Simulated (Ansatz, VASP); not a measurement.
**Hf: VASP beside Ansatz**

File INCAR:

```
SYSTEM = Hf
PREC = Accurate
ENCUT = 520
EDIFF = 1E-6
ISMEAR = 0
SIGMA = 0.15
LREAL = .FALSE.
LASPH = .TRUE.
NELM = 60
ALGO = Fast
ISIF = 2
LWAVE = .FALSE.
LCHARG = .TRUE.
GGA = PS
LELF = .TRUE.
LVHAR = .TRUE.
NBANDS = 17
```

File KPOINTS:

```
Automatic mesh
0
G
  18 18 10
  0 0 0
```

Contents of POSCAR:

```
Hf
1.0
    3.2925994799      0.0000000000      0.0000000000
   -1.6462997400      2.8514747941      0.0000000000
    0.0000000000      0.0000000000      4.9060660000
Hf
2
Direct
    0.3333333333      0.6666666667      0.2500000000
    0.6666666667      0.3333333333      0.7500000000
```

Input for Ansatz:

```yaml
crystal:
  lattice:
    - [3.2925994799, 0.0, 0.0]
    - [-1.64629974, 2.8514747941, 0.0]
    - [0.0, 0.0, 4.906066]
  atoms:
    - { symbol: Hf, position: [0.3333333333, 0.6666666667, 0.25] }
    - { symbol: Hf, position: [0.6666666667, 0.3333333333, 0.75] }
basis:
  ecutwfc: 420
kpoints:
  mp_grid: { grid: [18, 18, 10] }
hamiltonian:
  xc: pbesol
scf:
  occupations: { method: gaussian, width: 0.15 }
output:
  forces: true
  stress: true
  eigenvalues: true
  write_density: true
  write_potential: true
  elf: true
  volumetric_format: npy
```

Change from the starting cell: strain +0.030 along x and y, -0.030 along z, atoms carried along.

Alike in both runs: task single point; functional PBEsol; k mesh 18 × 18 × 10; occupations gaussian, width 0.15 eV; no spin polarisation.

|  | VASP | Ansatz |
| --- | --- | --- |
| version | VASP 6.6.1 | Ansatz 0.2.0 |
| potentials or method | VASP PAW PBE potentials, release 64 (Hf_pv) | scalar-relativistic, plane waves, PAW |
| plane-wave cutoff (eV) | 520 | 420 |
| valence electrons in the cell | 20 | 52 |

VASP gave:

| Quantity | Value |
| --- | --- |
| gap on the k mesh at the Fermi level (eV) | none |
| pressure (GPa) | -6.5 |
| largest component of the traceless stress (GPa) | 4.27 |

Problem. What did Ansatz give for the same quantities?

Solution. gap on the k mesh at the Fermi level (eV): none; pressure (GPa): -6.2; largest component of the traceless stress (GPa): 4.33.

A gap of «none» marks a metal or a gap that the smearing closes. The functional is the same, so the differences come from potentials, cutoffs and numerics. The two sets of potentials don't hold the same shells in valence.

Caveats: the PAW data sets were made with another functional, which shifts forces and pressure a little (VASP). The runs have no spin-orbit coupling, so splittings on Hf are missing.
